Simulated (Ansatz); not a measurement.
# Ge₃N₄ at a changed volume: Ge-73 NMR of the central transition

Cell: a structure deposited in the COD, relaxed with PBE at fixed cell and then changed (volume scaled by 1.03, ions relaxed).

```yaml
crystal:
  lattice:
    - [0.00000, 4.19569, 4.19569]
    - [4.19569, 0.00000, 4.19569]
    - [4.19569, 4.19569, 0.00000]
  atoms:
    - { symbol: Ge, position: [0.12500, 0.12500, 0.12500] }
    - { symbol: Ge, position: [0.62500, 0.12500, 0.12500] }
    - { symbol: Ge, position: [0.12500, 0.12500, 0.62500] }
    - { symbol: Ge, position: [0.12500, 0.62500, 0.12500] }
    - { symbol: Ge, position: [0.50000, 0.50000, 0.50000] }
    - { symbol: Ge, position: [0.75000, 0.75000, 0.75000] }
    - { symbol: N, position: [0.88350, 0.88350, 0.88350] }
    - { symbol: N, position: [0.90049, 0.36650, 0.36650] }
    - { symbol: N, position: [0.88350, 0.88350, 0.34951] }
    - { symbol: N, position: [0.36650, 0.90049, 0.36650] }
    - { symbol: N, position: [0.34951, 0.88350, 0.88350] }
    - { symbol: N, position: [0.36650, 0.36650, 0.36650] }
    - { symbol: N, position: [0.88350, 0.34951, 0.88350] }
    - { symbol: N, position: [0.36650, 0.36650, 0.90049] }
```

Sites (sets of like atoms) are named by element and the number of their first atom in this list.

All values are calculated (Ansatz; DFT, PBE, plane waves and PAW (field gradients read without the response of the frozen cores, which leaves them typically 4 to 6 % off), scalar-relativistic, 420 eV cutoff, Γ-centred 6×6×6 k-points, Fermi–Dirac smearing 0.02 eV), not measured.

Ge-73 has I = 9/2 and Q = -196.0 mb (Pyykkö 2018); at 28.2 T its Larmor frequency is ν₀ = 42.0 MHz. Only the quadrupole interaction is simulated: positions count from each site's isotropic chemical shift, and J coupling is left out, as are shift anisotropy and dipolar coupling, which fast spinning averages.

Task: What does the Ge-73 spectrum (fast magic-angle spinning) show for each site?

Result: 

```tsv
site	first shell	C_Q (MHz)	η	P_Q (MHz)	δ_QIS (ppm)	breadth (kHz)
Ge1	6 N at 2.03 Å	4.21	0.00	4.21	-13.9	1.25
Ge5	4 N at 1.94 Å	0	–	0	0	0
```

δ_QIS = −(ν_Q²/30ν₀²)[I(I+1) − 3/4](1 + η²/3) × 10⁶ ppm with ν_Q = 3|C_Q|/[2I(2I−1)]; it falls as 1/B₀² in ppm, and the breadth as 1/B₀ in kHz.

An axis of threefold or higher order runs through Ge1, so V_zz lies along it and η is zero. Ge5 sits on a cubic site, where every gradient vanishes.

At this changed cell the PBE pressure is -6 GPa.
